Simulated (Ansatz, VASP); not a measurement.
# Two plane-wave programs on Na

```
CELL_PARAMETERS angstrom
0.00000 3.70619 3.70619
3.70619 0.00000 3.70619
3.70619 3.70619 0.00000
ATOMIC_POSITIONS crystal
Na 0.12500 0.12500 0.12500
Na 0.87500 0.87500 0.87500
```

The cell was built by a generator and needn't be a form met in nature.

Alike in both runs: task relaxation of cell and atoms; functional PBE; k mesh 8 × 8 × 8; occupations fermi-dirac, width 0.1 eV; no spin polarisation.

|  | VASP | Ansatz |
| --- | --- | --- |
| version | VASP 6.6.1 | Ansatz 0.2.0 |
| potentials or method | VASP PAW PBE potentials, release 64 (Na_pv) | plane waves (420 eV) with PAW, scalar-relativistic |
| plane-wave cutoff (eV) | 600 | 420 |
| valence electrons in the cell | 14 | 18 |

```csv
,VASP,Ansatz,Ansatz less VASP
relaxed volume (Å³/atom),54.35,54.23,-0.118
relaxed cell length with the largest relative difference (Å),5.357,5.353,-0.0039
energy change over the relaxation (meV/atom),-2,-2,0.0
```

The two sets of potentials don't hold the same shells in valence.
